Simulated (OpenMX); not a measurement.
Runs of OpenMX 3.8.5 on MnS. It takes space group Fm-3m (No. 225, cubic). Conventional cell: a = 5.209 Å, b = 5.209 Å, c = 5.209 Å, α = 90.00°, β = 90.00°, γ = 90.00°. Around Mn (site symmetry m-3m) lie 6 S at 2.60 Å. Around S (site symmetry m-3m) lie 6 Mn at 2.60 Å. 

```csv
task,level,potentials or basis,spin,U,cell,k mesh,SCF threshold,max SCF cycles,hubbard projector,start of the occupations,hubbard shell,gap on the mesh (eV),pressure (GPa),moment (μB)
single point,PBE,"OpenMX 2013 PBE set, Mn6.0-s3p2d2, S7.0-s2p2d1f1, grid cutoff 400 Ry","collinear, zero start",-,as given,7 × 7 × 7,1e-08 Ha,160,-,-,-,none,-22.0,0.00
density of states,PBE+U,"OpenMX 2013 PBE set, Mn6.0-s3p2d2, S7.0-s2p2d1f1, grid cutoff 400 Ry","collinear, ferromagnetic start",Mn U = 0 eV,as given,7 × 7 × 7,1e-07 Ha,120,dual,no orbital polarisation,Mn d,none,-,(b)
single point,PBE,"OpenMX 2013 PBE set, Mn6.0-s3p2d2, S7.0-s2p2d1f1, grid cutoff 400 Ry","collinear, ferromagnetic start",-,"atoms moved at random, drawn with an rms of 0.05 Å",9 × 9 × 9,1e-08 Ha,160,-,-,-,none,-1.4,4.73
single point,PBE,"OpenMX 2013 PBE set, Mn6.0-s2p2d1, S7.0-s2p2d1, grid cutoff 560 Ry","collinear, ferromagnetic start",-,as given,7 × 7 × 7,1e-08 Ha,160,-,-,-,none,-2.1,(c)
density of states,PBE+U,"OpenMX 2013 PBE set, Mn6.0-s3p2d2, S7.0-s2p2d1f1, grid cutoff 400 Ry","collinear, ferromagnetic start",Mn U = 4 eV,as given,7 × 7 × 7,1e-07 Ha,120,dual,no orbital polarisation,Mn d,0.78,-,5.00
density of states,PBE+U,"OpenMX 2013 PBE set, Mn6.0-s3p2d2, S7.0-s2p2d1f1, grid cutoff 400 Ry","collinear, ferromagnetic start",Mn U = 8 eV,as given,7 × 7 × 7,1e-07 Ha,120,dual,no orbital polarisation,Mn d,(a),-,5.00
single point,PBE,"OpenMX 2013 PBE set, Mn6.0-s3p2d2, S7.0-s2p2d1f1, grid cutoff 400 Ry","collinear, ferromagnetic start",-,as given,9 × 9 × 9,1e-08 Ha,160,-,-,-,none,-1.5,4.73
```

Alike in all rows: smearing fermi-dirac 0.05 eV.

Problem. Fill in the values left out.

Solution. (a) 1.46; (b) 4.71; (c) 4.76.

Caveats: the basis of atomic orbitals isn't converged, which shifts pressures, moduli and gaps; a cell with one magnetic atom can't hold antiferromagnetic order, which such compounds often take (some runs); semilocal functionals often make such compounds metallic where correlation or magnetic order opens a gap, which also shifts bond lengths (some runs); U acts on the first radial function of the shell alone, so its value doesn't carry over to other programs (some runs); an odd mesh through Γ misses points on the zone boundary, where band edges often lie (some runs); the transition metal has a single d function, too few for pressures, volumes and moments (some runs).

A gap of «none» marks a metal or a gap under the smearing width.
